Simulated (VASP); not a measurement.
# AgCl: the relaxed cell at several levels of theory, part 2 of 2

How much does the relaxed cell of AgCl depend on the functional? The starting structure is a computed structure from the Materials Project. The first relaxation on each setting starts from this cell expanded by 3 % in volume.

VASP 6.6.1.

Results so far: PBEsol 20.19 Å³ an atom; LDA 19.20 Å³ an atom; PBE 22.01 Å³ an atom; PBEsol + D3(BJ) 19.38 Å³ an atom.

**6. Relaxation with r2SCAN**

Level of this step: r2SCAN; plane waves and PAW (Ag, Cl) (VASP).

r2SCAN adds the kinetic-energy density, costs more than a GGA and is run with LASPH. This run starts from the cell of an earlier relaxation, which isn't shown; the restart sets up the plane waves anew.

Input file INCAR:

```
SYSTEM = AgCl
PREC = Accurate
ENCUT = 450
EDIFF = 1E-06
NELM = 100
ISMEAR = 0
SIGMA = 0.03
LREAL = .FALSE.
ALGO = Normal
METAGGA = R2SCAN
LASPH = .TRUE.
NBANDS = 15
LORBIT = 11
LWAVE = .FALSE.
LCHARG = .FALSE.
KPAR = 4
IBRION = 2
NSW = 50
ISIF = 3
EDIFFG = -0.006
```

Input file POSCAR:

```
AgCl
1.0
    0.0000000000      2.7709123020      2.7709123020
    2.7709123020      0.0000000000      2.7709123020
    2.7709123020      2.7709123020      0.0000000000
Ag Cl
1 1
Direct
    0.0000000000      0.0000000000      0.0000000000
    0.5000000000      0.5000000000      0.5000000000
```

Input file KPOINTS:

```
Automatic mesh
0
Gamma
6 6 6
0 0 0
```

Potentials, in the order of the species: Ag and Cl (PBE family, release 64).

Launch:

```console
mpirun -np 4 vasp_std
```

What it wrote:

```text
[banner, memory and clock lines left out]
running    4 mpi-ranks, on    1 nodes
[...]
[... a notice as in an earlier step ...]

 LDA part: xc-table for (None), standard interpolation
 POSCAR, INCAR and KPOINTS ok, starting setup
[...]
entering main loop
       N       E                     dE             d eps       ncg     rms          rms(c)
DAV:   1     0.685351024136E+02    0.68535E+02   -0.79809E+03   488   0.984E+02
DAV:   2    -0.299510576418E+02   -0.98486E+02   -0.90641E+02   585   0.224E+02
DAV:   3    -0.336833244463E+02   -0.37323E+01   -0.37245E+01   599   0.466E+01
DAV:   4    -0.337091063427E+02   -0.25782E-01   -0.25780E-01   606   0.419E+00
[...]
DAV:  12    -0.286419496517E+02    0.70500E-05   -0.25615E-05   599   0.620E-02    0.213E-02
DAV:  13    -0.286419493989E+02    0.25273E-06   -0.16378E-05   564   0.431E-02    0.360E-03
DAV:  14    -0.286419494268E+02   -0.27921E-07   -0.31542E-07   338   0.623E-03
   1 F= -.28641949E+02 E0= -.28641949E+02  d E =-.286419E+02
[...]
reached required accuracy - stopping structural energy minimisation
```

It took 17 s on 4 MPI ranks of AMD EPYC 7R43, shared host; peak memory 0.52 GiB; 64 s of CPU time.

From OUTCAR (step 6):

```text
  Total       -0.0059795     -0.0059795     -0.0059795      0.0000000      0.0000000      0.0000000
  in kB       -0.2251525     -0.2251525     -0.2251525      0.0000000      0.0000000      0.0000000
  external PRESSURE =      -0.2251525 kB  Pullay stress =       0.0000000 kB

 POSITION                                       TOTAL-FORCE (eV/Angst)
 -----------------------------------------------------------------------------------
      0.00000      0.00000      0.00000        -0.000000     -0.000000     -0.000000
      2.77091      2.77091      2.77091         0.000000      0.000000      0.000000
 -----------------------------------------------------------------------------------
    total drift:                                0.000000      0.000000      0.000000

  FREE ENERGIE OF THE ION-ELECTRON SYSTEM (eV)
  ---------------------------------------------------
  free  energy   TOTEN  =       -28.6419494268 eV

  energy  without entropy=      -28.6419494268  energy(sigma->0) =      -28.64194943

[... 2 parts as in an earlier step ...]

[... 2 further parts left out ...]
[key lines of the parts left out:]
E-fermi :   3.6972
```

With r2SCAN the relaxed cell holds 21.275 Å³ an atom, -0.19 % against the starting cell, with a = 5.542 Å. That is +5.39 % from PBEsol.

**7. Relaxation with r2SCAN + rVV10**

rVV10 adds a nonlocal correlation energy for dispersion. This run starts from the cell of an earlier relaxation, which isn't shown; the restart sets up the plane waves anew.

INCAR: that of step 6 with these lines changed.

```diff
@@ -10,2 +10,6 @@
 METAGGA = R2SCAN
+LUSE_VDW = .TRUE.
+IVDW_NL = 2
+BPARAM = 11.95
+CPARAM = 0.0093
 LASPH = .TRUE.
```

Input file POSCAR:

```
AgCl
1.0
    0.0000000000      2.7503490779      2.7503490779
    2.7503490779      0.0000000000      2.7503490779
    2.7503490779      2.7503490779      0.0000000000
Ag Cl
1 1
Direct
    0.0000000000      0.0000000000      0.0000000000
    0.5000000000      0.5000000000      0.5000000000
```

KPOINTS is that of step 6.

Launch:

```console
mpirun -np 4 vasp_std
```

What it wrote:

```text
[banner, memory and clock lines left out]
running    4 mpi-ranks, on    1 nodes
[...]
|                                                                             |
|               ----> ADVICE to this user running VASP <----                  |
|                                                                             |
|     You have switched on vdW-DFT.                                           |
|     This routine was written and supplied by Jiri Klimes. We recommend      |
|     that you carefully read and cite the following publications:            |
|       J. Klimes, D.R. Bowler, A. Michelides                                 |
|          J. Phys.: Cond Matt. 22 022201 (2010)                              |
|       J. Klimes, D.R. Bowler, A. Michelides                                 |
|          Phys. Rev. B. 83, 195131 (2011)                                    |
|     and references therein.                                                 |
|                                                                             |

[...]
Total rVV10 correction in eV:      0.5438803    21.5737319
Total rVV10 correction in eV:      0.5438803    21.5737319
Total rVV10 correction in eV:      0.5438803    21.5737319
Total rVV10 correction in eV:      0.5438803    21.5737319
DAV:  12    -0.280929826930E+02   -0.90669E-06   -0.94885E-06   648   0.312E-02
Total rVV10 correction in eV:      0.5440576    21.5737319
Total rVV10 correction in eV:      0.5440576    21.5737319
Total rVV10 correction in eV:      0.5440576    21.5737319
Total rVV10 correction in eV:      0.5440576    21.5737319
Total rVV10 correction in eV:      0.5440028    21.5737319
Total rVV10 correction in eV:      0.5440028    21.5737319
Total rVV10 correction in eV:      0.5440028    21.5737319
Total rVV10 correction in eV:      0.5440028    21.5737319
   1 F= -.28092983E+02 E0= -.28092983E+02  d E =-.280930E+02
[... from here on, the cycles between the ionic steps are left out ...]
   2 F= -.28092846E+02 E0= -.28092846E+02  d E =0.137187E-03
   3 F= -.28092945E+02 E0= -.28092945E+02  d E =0.372684E-04
   4 F= -.28092965E+02 E0= -.28092965E+02  d E =0.172351E-04
   5 F= -.28092976E+02 E0= -.28092976E+02  d E =0.709134E-05
   6 F= -.28092979E+02 E0= -.28092979E+02  d E =0.399296E-05
[...]
reached required accuracy - stopping structural energy minimisation
```

Elapsed: 1.9 min, on 4 MPI ranks; peak memory 0.88 GiB; 7.7 min of CPU time.

Parts of OUTCAR (step 7):

```text
  Total       -0.0101784     -0.0101784     -0.0101784      0.0000000      0.0000000      0.0000000
  in kB       -0.3918093     -0.3918093     -0.3918093      0.0000000      0.0000000      0.0000000
  external PRESSURE =      -0.3918093 kB  Pullay stress =       0.0000000 kB

 POSITION                                       TOTAL-FORCE (eV/Angst)
 -----------------------------------------------------------------------------------
      0.00000      0.00000      0.00000        -0.000000     -0.000000     -0.000000
      2.75061      2.75061      2.75061         0.000000      0.000000      0.000000
 -----------------------------------------------------------------------------------
    total drift:                                0.000000      0.000000      0.000000

  FREE ENERGIE OF THE ION-ELECTRON SYSTEM (eV)
  ---------------------------------------------------
  free  energy   TOTEN  =       -28.0929787001 eV

  energy  without entropy=      -28.0929787001  energy(sigma->0) =      -28.09297870

[... 2 parts as in an earlier step ...]

[... 2 further parts left out ...]
[key lines of the parts left out:]
E-fermi :   4.0049
```

With r2SCAN + rVV10 the relaxed cell holds 20.811 Å³ an atom, -2.37 % against the starting cell, with a = 5.501 Å. That is +3.09 % from PBEsol.

**8. All runs side by side**

| level | volume (Å³/atom) | against the starting cell (%) | a (Å) | pressure left (GPa) | core minutes |
| --- | --- | --- | --- | --- | --- |
| PBEsol | 20.187 | -5.3 | 5.4457 | -0.02 | 1.09 |
| LDA | 19.204 | -9.91 | 5.3558 | -0.02 | 0.773 |
| PBE | 22.011 | 3.26 | 5.605 | 0.03 | 0.56 |
| PBEsol + D3(BJ) | 19.38 | -9.08 | 5.3722 | -0.02 | 0.973 |
| r2SCAN | 21.275 | -0.19 | 5.5418 | -0.02 | 3.44 |
| r2SCAN + rVV10 | 20.811 | -2.37 | 5.5012 | -0.04 | 13.3 |

Core minutes are wall time times ranks, summed over the relaxations behind a row (those for a bulk modulus apart), on shared hosts.

**9. Results**

```
volume, PBEsol          : 20.19 Å³/atom
volume, LDA             : 19.20 Å³/atom
volume, PBE             : 22.01 Å³/atom
volume, PBEsol + D3(BJ) : 19.38 Å³/atom
volume, r2SCAN          : 21.27 Å³/atom
volume, r2SCAN + rVV10  : 20.81 Å³/atom
```

What this shows: Across 6 levels the volume of AgCl spans 14.6 %, from 19.20 Å³ an atom (LDA) to 22.01 Å³ (PBE). Adding D3(BJ) to PBEsol changes the volume by -4.0 %. Adding rVV10 to r2SCAN changes the volume by -2.2 %. All runs keep the symmetry of the start, so they can't find a distortion of lower symmetry. Further runs on this material are not shown.

[Lines on the potential files, build, host, timing and source positions are cut from VASP's logs without a mark.]

[Logs are printed without paths, hosts, clocks, repeated set-up lines and the standing remarks that a program may print on its own settings, such as how far it seeks lower states.]

[Hosts, paths, dates, database ids (printed as entryN), source tags and the programs' standing remarks are cut or masked in the printed files.]
